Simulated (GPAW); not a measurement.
# InAs (F-43m) in GPAW: a series of runs

Aim: see how the results for InAs move with the level of theory and the settings. Levels: PBE, LDA. Tasks: equation of state, one-shot levels on a semilocal density, band structure.

Program: GPAW 26.7.0. These are calculated values, not measurements. Logs are shortened: lines on timing, memory, paths and dates and some standing lists are left out, and cuts for length are marked. The log counts tension as positive stress, the text compression.

**Experimental background.**

From a printed reference work, data compilation, for a bulk crystal of InAs at 4.2 K: band gap 0.418 eV (direct).

The runs below are set against these values where they give the same quantity.

## (1) Starting point

It takes space group F-43m (No. 216, cubic). Conventional cell: a = 6.036 Å, b = 6.036 Å, c = 6.036 Å, α = 90.00°, β = 90.00°, γ = 90.00°. Around In (site symmetry -43m) lie 4 As at 2.61 Å. Around As (site symmetry -43m) lie 4 In at 2.61 Å.

## (2) Equation of state, PBE

run.py reads:

```python
from ase.eos import EquationOfState
from ase.io import Trajectory
from ase.spacegroup import crystal
from ase.units import GPa
from gpaw import GPAW

# In 4a
# As 4c
atoms = crystal(['In', 'As'],
                basis=[[0.0, 0.0, 0.0],
                       [0.25, 0.25, 0.25]],
                spacegroup=216, setting=1,  # F-43m
                cellpar=[6.036, 6.036, 6.036, 90.0, 90.0, 90.0],
                primitive_cell=True)

traj = Trajectory('eos.traj', 'w')
volumes, energies = [], []
for x in [0.94, 0.96, 0.98, 1.0, 1.02, 1.04, 1.06]:
    a = atoms.copy()
    a.set_cell(atoms.cell * x**(1 / 3), scale_atoms=True)
    calc = GPAW(mode='lcao',
                h=0.18,
                basis='szp(dzp)',
                xc='PBE',
                kpts={'size': (6, 6, 6), 'gamma': True},
                occupations={'name': 'fermi-dirac', 'width': 0.05},
                convergence={'density': 1e-05, 'energy': 1e-05},
                maxiter=150,
                txt=f'eos-{x:.2f}.txt')
    a.calc = calc
    energies.append(a.get_potential_energy(force_consistent=True))
    volumes.append(a.get_volume())
    calc.write(f'eos-{x:.2f}.gpw')
    traj.write(a)
    print(f'{x:.2f} {volumes[-1]:10.4f} A^3 {energies[-1]:14.6f} eV', flush=True)

v0, e0, B = EquationOfState(volumes, energies, eos='birchmurnaghan').fit()
print(f'V0 = {v0:.4f} A^3, E0 = {e0:.6f} eV, B0 = {B / GPa:.2f} GPa')
```

Potentials or basis: GPAW PAW data sets (gpaw-data 1.2.1), lcao:szp(dzp).

Launch:

```
$ OMP_NUM_THREADS=1 python run.py
```

What it wrote:

```text
__  _  _
 | _ |_)|_||  |
 |__||  | ||/\| - 26.7.0

Input parameters:
  mode=LCAO(),
  basis={'default': 'szp(dzp)'},
  convergence={'density': 1e-05, 'energy': 1e-05},
  h=0.18,
  kpts=MonkhorstPack(size=(6, 6, 6), gamma=True),
  maxiter=150,
  occupations=Occupations(name='fermi-dirac', width=0.05),
  xc=XC(name='PBE')

           As

       In

Atoms  # Å, Bohr magnetons
|   | symbol |        x |        y |        z |    initial magnetic moments |
|---|--------|----------|----------|----------|-----------------------------|
| 0 |     In | 0.000000 | 0.000000 | 0.000000 | ( 0.0000,  0.0000,  0.0000) |
| 1 |     As | 1.478195 | 1.478195 | 1.478195 | ( 0.0000,  0.0000,  0.0000) |

Unit cell  # Å
| periodic |        x |        y |        z |  lengths |    angles |
|----------|----------|----------|----------|----------|-----------|
|      yes | 0.000000 | 2.956391 | 2.956391 | 4.180968 | 60.000000 |
|      yes | 2.956391 | 0.000000 | 2.956391 | 4.180968 | 60.000000 |
|      yes | 2.956391 | 2.956391 | 0.000000 | 4.180968 | 60.000000 |

Number of symmetries: 24
Symmetry operations  # r_c * U_cc + t_c -> r_c
|    | kind |            matrix            |
|----|------|------------------------------|
|  0 |  E   |  1, 0, 0,  0, 1, 0,  0, 0, 1 |
|  1 |  σ   |  1, 0, 0,  0, 0, 1,  0, 1, 0 |
|  2 |  σ   |  1, 0,-1,  0, 1,-1,  0, 0,-1 |
|  3 |  C3  |  1, 0,-1,  0, 0,-1,  0, 1,-1 |
|  4 |  C3  |  1,-1, 0,  0,-1, 1,  0,-1, 0 |
|  5 |  σ   |  1,-1, 0,  0,-1, 0,  0,-1, 1 |
|  6 |  σ   |  0, 1, 0,  1, 0, 0,  0, 0, 1 |
|  7 |  C3  |  0, 1, 0,  0, 0, 1,  1, 0, 0 |
|  8 |  C2  |  0, 1,-1,  1, 0,-1,  0, 0,-1 |
|  9 |  S4  |  0, 1,-1,  0, 0,-1,  1, 0,-1 |
| 10 |  C3  |  0, 0, 1,  1, 0, 0,  0, 1, 0 |
| 11 |  σ   |  0, 0, 1,  0, 1, 0,  1, 0, 0 |
| 12 |  S4  |  0, 0,-1,  1, 0,-1,  0, 1,-1 |
| 13 |  C3  |  0, 0,-1,  0, 1,-1,  1, 0,-1 |
| 14 |  S4  |  0,-1, 1,  1,-1, 0,  0,-1, 0 |
| 15 |  C2  |  0,-1, 1,  0,-1, 0,  1,-1, 0 |
| 16 |  C3  |  0,-1, 0,  1,-1, 0,  0,-1, 1 |
| 17 |  S4  |  0,-1, 0,  0,-1, 1,  1,-1, 0 |
| 18 |  S4  | -1, 1, 0, -1, 0, 1, -1, 0, 0 |
| 19 |  C3  | -1, 1, 0, -1, 0, 0, -1, 0, 1 |
| 20 |  C3  | -1, 0, 1, -1, 1, 0, -1, 0, 0 |
| 21 |  S4  | -1, 0, 1, -1, 0, 0, -1, 1, 0 |
| 22 |  σ   | -1, 0, 0, -1, 1, 0, -1, 0, 1 |
| 23 |  C2  | -1, 0, 0, -1, 0, 1, -1, 1, 0 |

BZ-sampling:
  Number of BZ points: 216
  Number of IBZ points: 16

  Monkhorst-Pack size: [6, 6, 6]
  Monkhorst-Pack shift: [0.08333333333333333, 0.08333333333333333, 0.08333333333333333]

K-points  # in reciprocal-cell coordinates
|     |                                coordinates |     weight |
|-----|--------------------------------------------|------------|
|   0 | (  0.00000000,   0.00000000,   0.00000000) | 0.00462963 |
|   1 | (  0.16666667,   0.16666667,   0.00000000) | 0.02777778 |
|   2 | (  0.16666667,   0.16666667,   0.16666667) | 0.03703704 |
|   3 | (  0.33333333,   0.16666667,   0.16666667) | 0.05555556 |
|   4 | (  0.33333333,   0.33333333,  -0.33333333) | 0.05555556 |
|   5 | (  0.33333333,   0.33333333,   0.00000000) | 0.02777778 |
|   6 | (  0.33333333,   0.33333333,   0.16666667) | 0.11111111 |
|   7 | (  0.33333333,   0.33333333,   0.33333333) | 0.03703704 |
|   8 | (  0.50000000,   0.33333333,  -0.33333333) | 0.11111111 |
|   9 | (  0.50000000,   0.33333333,  -0.16666667) | 0.05555556 |
| ... |                                            |            |
|  15 | (  0.50000000,   0.50000000,   0.50000000) | 0.01851852 |

basis functions: 23
Spin-components: 1 (collinear spins)
Bands:           13
Projectors:      11
Spin-degeneracy: 2
Datatype:        <class 'complex'>

Parallelization:
  kpt:    1
  domain: 1
  band:   1

Density:
  Valence electrons: 18.0
  Components: 1
  Grid points: [20 20 20]
  Charge: 0.0  # |e|

Potential:
  Grid points: [20 20 20]

species:
  In:
    name:    Indium
    Z:       49.0
    valence: 13
    core:    36
    charge:  0.0  # [|e|]
    compensation charges:
      type: gauss
      rc: 0.36  # [Å]
      lmax: 2
    cutoffs:
      filter: 2.09  # [Å]
      core: 2.48  # [Å]
    projectors
    | kind |    occ | energy [eV] | rcut [Å] |
    |------|--------|-------------|----------|
    |   5s |  2.000 |      -8.203 |    1.185 |
    |   5p |  1.000 |      -2.521 |    1.244 |
    |   4d | 10.000 |     -18.629 |    1.148 |
    |    s |        |      19.008 |    1.185 |
    |    p |        |      24.691 |    1.244 |
    |    d |        |       8.583 |    1.148 |

    LCAO basis set for In:
      Name: szp(dzp)
      File: <dir>
      Number of radial functions: 4
      Number of spherical harmonics: 14
        l=0, rc=7.7188 Bohr: 5s-sz confined orbital
        l=1, rc=10.7500 Bohr: 5p-sz confined orbital
        l=2, rc=4.4219 Bohr: 4d-sz confined orbital
[... 85 lines left out ...]
|  0 |  E   |  1, 0, 0,  0, 1, 0,  0, 0, 1 |
|  1 |  σ   |  1, 0, 0,  0, 0, 1,  0, 1, 0 |
|  2 |  σ   |  1, 0,-1,  0, 1,-1,  0, 0,-1 |
|  3 |  C3  |  1, 0,-1,  0, 0,-1,  0, 1,-1 |
|  4 |  C3  |  1,-1, 0,  0,-1, 1,  0,-1, 0 |
|  5 |  σ   |  1,-1, 0,  0,-1, 0,  0,-1, 1 |
|  6 |  σ   |  0, 1, 0,  1, 0, 0,  0, 0, 1 |
|  7 |  C3  |  0, 1, 0,  0, 0, 1,  1, 0, 0 |
|  8 |  C2  |  0, 1,-1,  1, 0,-1,  0, 0,-1 |
|  9 |  S4  |  0, 1,-1,  0, 0,-1,  1, 0,-1 |
| 10 |  C3  |  0, 0, 1,  1, 0, 0,  0, 1, 0 |
| 11 |  σ   |  0, 0, 1,  0, 1, 0,  1, 0, 0 |
| 12 |  S4  |  0, 0,-1,  1, 0,-1,  0, 1,-1 |
| 13 |  C3  |  0, 0,-1,  0, 1,-1,  1, 0,-1 |
| 14 |  S4  |  0,-1, 1,  1,-1, 0,  0,-1, 0 |
| 15 |  C2  |  0,-1, 1,  0,-1, 0,  1,-1, 0 |
| 16 |  C3  |  0,-1, 0,  1,-1, 0,  0,-1, 1 |
| 17 |  S4  |  0,-1, 0,  0,-1, 1,  1,-1, 0 |
| 18 |  S4  | -1, 1, 0, -1, 0, 1, -1, 0, 0 |
| 19 |  C3  | -1, 1, 0, -1, 0, 0, -1, 0, 1 |
| 20 |  C3  | -1, 0, 1, -1, 1, 0, -1, 0, 0 |
| 21 |  S4  | -1, 0, 1, -1, 0, 0, -1, 1, 0 |
| 22 |  σ   | -1, 0, 0, -1, 1, 0, -1, 0, 1 |
| 23 |  C2  | -1, 0, 0, -1, 0, 1, -1, 1, 0 |

BZ-sampling:
  Number of BZ points: 216
  Number of IBZ points: 16

  Monkhorst-Pack size: [6, 6, 6]
  Monkhorst-Pack shift: [0.08333333333333333, 0.08333333333333333, 0.08333333333333333]

K-points  # in reciprocal-cell coordinates
|     |                                coordinates |     weight |
|-----|--------------------------------------------|------------|
|   0 | (  0.00000000,   0.00000000,   0.00000000) | 0.00462963 |
|   1 | (  0.16666667,   0.16666667,   0.00000000) | 0.02777778 |
|   2 | (  0.16666667,   0.16666667,   0.16666667) | 0.03703704 |
|   3 | (  0.33333333,   0.16666667,   0.16666667) | 0.05555556 |
|   4 | (  0.33333333,   0.33333333,  -0.33333333) | 0.05555556 |
|   5 | (  0.33333333,   0.33333333,   0.00000000) | 0.02777778 |
|   6 | (  0.33333333,   0.33333333,   0.16666667) | 0.11111111 |
|   7 | (  0.33333333,   0.33333333,   0.33333333) | 0.03703704 |
|   8 | (  0.50000000,   0.33333333,  -0.33333333) | 0.11111111 |
|   9 | (  0.50000000,   0.33333333,  -0.16666667) | 0.05555556 |
| ... |                                            |            |
|  15 | (  0.50000000,   0.50000000,   0.50000000) | 0.01851852 |

basis functions: 23
Spin-components: 1 (collinear spins)
Bands:           13
Projectors:      11
Spin-degeneracy: 2
Datatype:        <class 'complex'>

Parallelization:
  kpt:    1
  domain: 1
  band:   1

Density:
  Valence electrons: 18.0
  Components: 1
  Grid points: [20 20 20]
  Charge: 0.0  # |e|

Potential:
  Grid points: [20 20 20]

species:
  In:
    name:    Indium
    Z:       49.0
    valence: 13
    core:    36
    charge:  0.0  # [|e|]
    compensation charges:
      type: gauss
      rc: 0.36  # [Å]
      lmax: 2
    cutoffs:
      filter: 2.09  # [Å]
      core: 2.48  # [Å]
    projectors
    | kind |    occ | energy [eV] | rcut [Å] |
    |------|--------|-------------|----------|
    |   5s |  2.000 |      -8.203 |    1.185 |
    |   5p |  1.000 |      -2.521 |    1.244 |
    |   4d | 10.000 |     -18.629 |    1.148 |
    |    s |        |      19.008 |    1.185 |
    |    p |        |      24.691 |    1.244 |
    |    d |        |       8.583 |    1.148 |

    LCAO basis set for In:
      Name: szp(dzp)
      File: <dir>
      Number of radial functions: 4
      Number of spherical harmonics: 14
        l=0, rc=7.7188 Bohr: 5s-sz confined orbital
        l=1, rc=10.7500 Bohr: 5p-sz confined orbital
        l=2, rc=4.4219 Bohr: 4d-sz confined orbital
        l=2, rc=10.7500 Bohr: d-type Gaussian polarization
      Number of RI-basis functions 0

  As:
    name:    Arsenic
    Z:       33.0
    valence: 5
    core:    28
    charge:  0.0  # [|e|]
    compensation charges:
      type: gauss
      rc: 0.33  # [Å]
      lmax: 2
    cutoffs:
      filter: 1.87  # [Å]
      core: 2.96  # [Å]
    projectors
    | kind |    occ | energy [eV] | rcut [Å] |
    |------|--------|-------------|----------|
    |   4s |  2.000 |     -14.487 |    1.058 |
    |   4p |  3.000 |      -5.196 |    1.058 |
    |    s |        |      12.725 |    1.058 |
    |    p |        |      22.016 |    1.058 |
    |    d |        |       0.000 |    1.058 |

    LCAO basis set for As:
      Name: szp(dzp)
      File: <dir>
      Number of radial functions: 3
      Number of spherical harmonics: 9
        l=0, rc=6.1250 Bohr: 4s-sz confined orbital
        l=1, rc=7.9531 Bohr: 4p-sz confined orbital
        l=2, rc=7.9531 Bohr: d-type Gaussian polarization
      Number of RI-basis functions 0

Reference energy: -221478.393260  # eV

eigensolver:
  <gpaw.new.lcao.eigensolver.LCAOEigensolver object>
density mixing:
  MSR1-Mixer
  Pratt-step length: 0.05
  Maximum mixing coefficient: 0.75
  Old densities: 10
  SVD Regularization: 0.005
  Good broyden scale: 1.0
  Trust region scale: 1.0
  Backstep threshold: 4.0
  History deletion threshold: 6.0
  Fourier metric: weight=20.0, sigma=0.015

occupation numbers:
  Fermi-Dirac:
    width: 0.0500  # eV

FastPoissonSolver using
    Stencil: 12*3+1=37 point O(h^6) finite-difference Laplacian
    FFT axes: [np.int64(0), np.int64(1), np.int64(2)]
    FST axes: []

xc functional:
  name: PBE with 2 nearest neighbor stencil
interpolation: tri-quintic # 5. degree polynomial

convergence criteria:
[... 6 lines left out ...]
|iter     | |      energy | eigst |  dens |
|---------|-|-------------|-------|-------|
|iter:   1| |   -7.102734 |      c|       |
|iter:   2| |   -7.055069 |      c| -1.28 |
|iter:   3| |   -6.858277 |      c| -1.31 |
|iter:   4| |   -6.857245 |      c| -1.85 |
|iter:   5| |   -6.857118 |      c| -2.29 |
|iter:   6| |   -6.857111c|      c| -3.51 |
|iter:   7| |   -6.857111c|      c| -4.39 |
|iter:   8| |   -6.857111c|      c| -4.82 |
|iter:   9| |   -6.857111c|      c| -6.77c|

Converged in 9 steps
Energy contributions relative to reference atoms: (reference = -221478.393260)

Energy contributions:
  Kinetic:           6.584443
  Coulomb:          -4.353898
  Zero:              0.114334
  External:          0.000000
  Xc:               -9.201774
  Entropy:          -0.000432
  Spinorbit:         0.000000
  ----------------------------
  Free energy:      -6.857327
  Extrapolated:     -6.857111

dipole moment: (-23.416242, -23.416242, -23.416242)  # |e|*Ang

Fermi level: 5.559
Eigenvalues  # (at kpt = [0.000, 0.000, 0.000])
| band index |      eig [eV] | occ [0-2] |
|------------|---------------|-----------|
|          0 |        -9.552 |     2.000 |
|          1 |        -9.552 |     2.000 |
|          2 |        -9.550 |     2.000 |
|          3 |        -9.393 |     2.000 |
|          4 |        -9.393 |     2.000 |
|          5 |        -6.910 |     2.000 |
|          6 |         5.404 |     1.913 |
|          7 |         5.404 |     1.913 |
|          8 |         5.404 |     1.913 |
|          9 |         5.653 |     0.262 |
|         10 |         9.578 |     0.000 |
|         11 |         9.579 |     0.000 |
|         12 |         9.579 |     0.000 |

Gap: 0.249 eV
Transition (v -> c):
  (s=0, k=0, n=8, [0.00, 0.00, 0.00]) -> (s=0, k=0, n=9, [0.00, 0.00, 0.00])
No difference between direct/indirect transitions
# Writing to eos-0.94.gpw (mode='')
```

Run time: 2.8 min. Hardware: 1 thread of Arm Neoverse V1, shared host; peak memory 0.29 GiB.

The run converged, but some of its settings lie outside the range that counts as converged, so its numbers aren't taken as properties of the crystal.

What came out:

```
Equilibrium volume : 29.84 Å³/atom (rough: see the caveat)
Bulk modulus       : 51 GPa (rough)
```

Caveat: the minimum lies outside the volumes run; the basis of atomic orbitals isn't converged, which shifts pressures, moduli and gaps.

(Continued in part 2 of 2.)
